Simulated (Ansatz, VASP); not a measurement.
# InP (InP (F-43m)) in two plane-wave programs, part 3 of 3

One calculation is typed for both programs; each brings its own data sets. How far apart do they land? The cell is taken from a series of runs on this material, whose earlier steps may have relaxed, scaled, displaced or heated it; both programs get it as it stands.

VASP 6.6.1 and Ansatz 0.2.0.

So far. Step 5 (VASP: single point, PBEsol, pair 2): The run ends at a pressure of -3.33 GPa, with forces up to 0.067 eV/Å.

**8. VASP: single point, PBEsol, pair 3**

Level of this step: PBEsol; plane waves and PAW (In_d, P) (VASP).

With cell and atoms fixed, the geometry can't cause a difference; cores, projectors, grids and the points listed under the comparison can.

The input, INCAR:

```
SYSTEM = In28P27
PREC = Accurate
ENCUT = 400
EDIFF = 1E-06
NELM = 120
ISMEAR = -1
SIGMA = 0.01
LREAL = Auto
ALGO = Normal
GGA = PS
NELECT = 498
NBANDS = 288
LORBIT = 11
LWAVE = .FALSE.
LCHARG = .FALSE.
ISIF = 2
ISYM = 0
LASPH = .TRUE.
GGA_COMPAT = .FALSE.
EFERMI = MIDGAP
KPAR = 4
```

The input, POSCAR:

```
In28P27
1.0
    0.0000000000      8.8613328997      8.8613328997
    8.8613328997      0.0000000000      8.8613328997
    8.8613328997      8.8613328997      0.0000000000
In P
28 27
Direct
    0.0034967556      0.9986614186      0.9988976314
    0.0035722985      0.9985953459      0.3321514511
    0.0020440344      0.9987960110      0.6662045988
    0.0033794053      0.3318947284      0.9989141382
    0.0054425343      0.3291428959      0.3293821607
    0.0052498443      0.3291871964      0.6693015791
    0.0020210980      0.6659452837      0.9990473916
    0.0052265759      0.6690488362      0.3294593089
    0.0020390284      0.6659689151      0.6662458057
    0.3353276158      0.9991341644      0.9993390594
    0.3348474546      0.9986075870      0.3322476918
    0.3347871651      0.9986750555      0.6674226360
    0.3347279343      0.3320162465      0.9987867719
    0.3100949220      0.3410014003      0.3409256846
    0.3346939578      0.3319130020      0.6675641776
    0.3347128825      0.6673660940      0.9988374591
    0.3347199964      0.6673633806      0.3321342095
    0.3349595063      0.6659398809      0.6661624131
    0.6680599109      0.9986047423      0.9988823694
    0.6773612815      0.9739469613      0.3409807757
    0.6680828523      0.9985623458      0.6676159878
    0.6770104541      0.3407436011      0.9742547374
    0.6772855693      0.3408565890      0.3412874199
    0.6653982298      0.3290998671      0.6694118298
    0.6681005157      0.6672480412      0.9988624090
    0.6653974048      0.6691685381      0.3293456656
    0.6654399419      0.6689936463      0.6692984026
    0.5852564540      0.2492423269      0.2495809076
    0.0855760169      0.0823674193      0.0826208650
    0.0856137234      0.0814342145      0.4165421373
    0.0855826059      0.0814534604      0.7496330028
    0.0855169157      0.4162842911      0.0816761810
    0.0696920510      0.4210177177      0.4212653200
    0.0855252001      0.4163093810      0.7496637505
    0.0855214554      0.7494020880      0.0817168752
    0.0855596372      0.7493635873      0.4165840386
    0.0853325503      0.7491472051      0.7493963315
    0.4184743615      0.0824252104      0.0826554841
    0.4170998519      0.0807512595      0.4176640602
    0.4185091168      0.0823662900      0.7495671959
    0.4168635928      0.4176392814      0.0808144223
    0.4170740664      0.4175314974      0.4177203842
    0.4176480819      0.4162739379      0.7495174579
    0.4185246929      0.7493559443      0.0825887448
    0.4176619176      0.7493291046      0.4164961529
    0.4176768384      0.7494150526      0.7495874996
    0.7538229124      0.0806242018      0.0808554666
    0.7538381322      0.0807827452      0.4178420398
    0.7524210796      0.0813890685      0.7496545126
    0.7536003407      0.4174582116      0.0811975057
    0.7573811584      0.4211348020      0.4213812313
    0.7571468796      0.4209557069      0.7338163302
    0.7523978964      0.7493851125      0.0816513410
    0.7571101805      0.7335260425      0.4212666849
    0.7524285001      0.7493805996      0.7496790117
```

The input, KPOINTS:

```
Points of the shifted mesh
8
Reciprocal
 0.2500000000  0.2500000000  0.2500000000 1
 0.2500000000  0.2500000000  0.7500000000 1
 0.2500000000  0.7500000000  0.2500000000 1
 0.2500000000  0.7500000000  0.7500000000 1
 0.7500000000  0.2500000000  0.2500000000 1
 0.7500000000  0.2500000000  0.7500000000 1
 0.7500000000  0.7500000000  0.2500000000 1
 0.7500000000  0.7500000000  0.7500000000 1
```

PAW data sets: In_d and P (PBE family, release 64).

The run is started by

```sh
$ mpirun -np 8 vasp_std
```

Numbers of over 12 decimals in the logs are rounded to 6 here.

The program printed:

```text
[... set-up lines as in an earlier step ...]
 entering main loop
       N       E                     dE             d eps       ncg     rms          rms(c)
DAV:   1     0.535865888490E+04    0.53587E+04   -0.18121E+05  4608   0.169E+03
DAV:   2     0.740012753932E+03   -0.46186E+04   -0.45404E+04  4608   0.490E+02
DAV:   3    -0.167041761811E+03   -0.90705E+03   -0.85338E+03  5080   0.230E+02
DAV:   4    -0.259958264564E+03   -0.92917E+02   -0.91609E+02  5688   0.688E+01
DAV:   5    -0.263385663528E+03   -0.34274E+01   -0.34037E+01  6328   0.124E+01BRMIX: very serious problems
 the old and the new charge density differ
 old charge density:   499.00000 new  498.00000
BRMIX: very serious problems
 the old and the new charge density differ
 old charge density:   499.00000 new  498.00000
BRMIX: very serious problems
 the old and the new charge density differ
 old charge density:   499.00000 new  498.00000
BRMIX: very serious problems
 the old and the new charge density differ
 old charge density:   499.00000 new  498.00000
    0.318E+01
DAV:   6    -0.253903712978E+03    0.94820E+01   -0.22130E+01  6072   0.205E+01    0.158E+01
DAV:   7    -0.253268743630E+03    0.63497E+00   -0.10110E+01  6680   0.692E+00    0.523E+00
DAV:   8    -0.253181276969E+03    0.87467E-01   -0.21487E+00  6000   0.589E+00    0.244E+00
DAV:   9    -0.253143998308E+03    0.37279E-01   -0.20860E-01  5928   0.227E+00    0.144E+00
[...]
DAV:  13    -0.253146328616E+03   -0.16568E-04   -0.12224E-04  6584   0.387E-02    0.256E-02
DAV:  14    -0.253146333405E+03   -0.47883E-05   -0.12336E-05  5208   0.140E-02    0.116E-02
DAV:  15    -0.253146333521E+03   -0.11644E-06   -0.23693E-06  3592   0.928E-03
   1 F= -.25314633E+03 E0= -.25314633E+03  d E =-.156147E-14
```

From OUTCAR (step 8):

```text
  Total       -8.0104809     -8.0247592     -7.9817597     -0.5211732     -0.4669234     -0.5123428
  in kB       -9.2223589     -9.2387973     -9.1892926     -0.6000197     -0.5375626     -0.5898534
  external PRESSURE =      -9.2168162 kB  Pullay stress =       0.0000000 kB

 POSITION                                       TOTAL-FORCE (eV/Angst)
 -----------------------------------------------------------------------------------
     17.70104      8.88255      8.88046         0.001104     -0.001568     -0.000055
     11.79219      2.97496      8.88054        -0.003287     -0.002943      0.000522
     14.75412      5.92157      8.86878        -0.000681      0.000501      0.003756
     11.79274      8.88166      2.97098        -0.002012     -0.002127     -0.002417
      5.83541      2.96699      2.96487        -0.008199     -0.001986     -0.002054
      8.84794      5.97742      2.96356         0.001190      0.003197     -0.004823
     14.75405      8.87080      5.91907        -0.001288      0.003203      0.000856
      8.84811      2.96576      5.97498         0.001766     -0.005324      0.002121
     11.80520      5.92189      5.91944        -0.005816     -0.000163      0.000395
     17.70914     11.82693     11.82511        -0.002763      0.002082      0.001732
     11.79315      5.91135     11.81619        -0.004358      0.000850      0.008577
     14.76385      8.88091     11.81625        -0.002802      0.003912      0.008253
     11.79269     11.81672      5.90824        -0.005485      0.007870     -0.000269
      6.04278      5.76891      5.76958        -0.000912      0.002060     -0.002736
[...]
-----------------------------------------------------------------------------------
    total drift:                                0.003173     -0.001288      0.000692

  FREE ENERGIE OF THE ION-ELECTRON SYSTEM (eV)
  ---------------------------------------------------
  free  energy   TOTEN  =      -253.1463335211 eV

  energy  without entropy=     -253.1463335211  energy(sigma->0) =     -253.14633352

[... 2 parts as in an earlier step ...]

[... 1 further part left out ...]
[key lines of the parts left out:]
E-fermi :   5.8492
```

The run ends at a pressure of -0.92 GPa, with forces up to 0.057 eV/Å.

**9. Ansatz: single point, PBEsol, pair 3**

The same cell, functional, mesh and smearing now go to Ansatz.

The cell is taken from a series of runs on this material, whose earlier steps may have relaxed, scaled, displaced or heated it; both programs get it as it stands.

The input, input.yaml:

```yaml
crystal:
  checkpoint: "../qp1.relax.run"
  host: checkpoint
total_charge: 1
basis:
  ecutwfc: 420
  xc_grid: 2
hamiltonian:
  xc: pbesol
  pseudopotentials: { kind: paw, azcp: { folder: soft_1 }, xc_functional: pbe }
kpoints:
  mp_grid: { grid: [2, 2, 2], shift: [0.5, 0.5, 0.5] }
scf:
  occupations: { method: fermi_dirac, width: 0.01 }
  max_iter: 80
output:
  forces: true
  eigenvalues: true
  charged_corrections:
    epsilon: 11.88
    static_epsilon: 14.87
    defect_position: [0.708333, 0.208333, 0.208333]
  eigenstates: { localisation: true }
  populations: true
  band_densities: [{ bands: [v1, v1] }, { bands: [c1, c1] }]
  write_density: true
  write_potential: true
  volumetric_format: npy
checkpoint:
  write: "../qp1.pbesol.run"
  compress: false
  write_wavefunctions: false
  write_every: 100000
```

The run is started by

```sh
$ ansatz run input.yaml --threads 10 --pin off --max-ram 37683MiB --backend cuda --events-out ev --progress --plain --runs-dir out
```

The program printed:

```text
[...]
GPU FFT provider: cuFFT
GPU libraries: cuBLAS 13.8.2, cuFFT 12.4.0, cuSOLVER 12.3.4
Crystal: 55 atoms, lattice volume = 1391.641 Å³
Basis set: ecut = 420 eV, 27317 PW (Γ), exchange–correlation on 180×180×180 points (8 copies of the dense FFT grid, shifted against one another)
Bands: 304, of which v1, the nominal top of the filled ones, is band 249 counted from 1 (248 counted from 0)
Symmetry: 1 space group operations
[...]
6     In     12.6990
     7      P      5.2317
[...]
51      P      5.2260
    52     In     12.6845
    53      P      5.2315
    54     In     12.8316
  spilling = 0.002749 (of n_electrons = 498.000000)
--- Band densities, each state counted as filled ---
  window                                       electrons  max residual (eV)  cut levels
  bands: [v1, v1]                               2.000000             3.3e-9           0
  bands: [c1, c1]                               2.000000             1.6e-4           0
[key lines of the parts left out:]
SCF converged after 10 iterations
Free energy (F): -174710.291002 eV
Fermi energy:    7.700573 eV
```

**10. Differences**

Compared:

| quantity | Ansatz | VASP | difference |
| --- | --- | --- | --- |
| gap on the k mesh (eV) | 0.672 | 0.674 | -0.002 |

At this near-relaxed geometry the largest component of a force difference is 9 meV/Å. A gap on the mesh is an upper bound, since the band edges may lie between its points. The cell carries a charge of +1 e against a uniform background, so its pressure also hangs on how the neutralising background is counted, and in a defect's cell a gap may be the spacing between its levels.

**11. Outcome**

| Property | Result |
| --- | --- |
| difference in gap on the k mesh (single point, PBEsol, pair 1) | -0.0033 eV |
| difference in gap on the k mesh (single point, PBEsol, pair 2) | 0.0043 eV |
| difference in gap on the k mesh (single point, PBEsol, pair 3) | -0.0020 eV |

**Reading.** The difference in gap on the k mesh is 0.0043 eV (single point, PBEsol, pair 2), within the 0.08 eV picked in this series as the mark of a large difference. How closely two codes agree says nothing of how well the functional describes the real material.

[Lines on the potential files, build, host, timing and source positions are cut from VASP's logs without a mark.]

[Logs are printed without paths, hosts, clocks, repeated set-up lines and the standing remarks that a program may print on its own settings, such as how far it seeks lower states.]

[Hosts, paths, dates, database ids (printed as entryN), source tags and the programs' standing remarks are cut or masked in the printed files.]
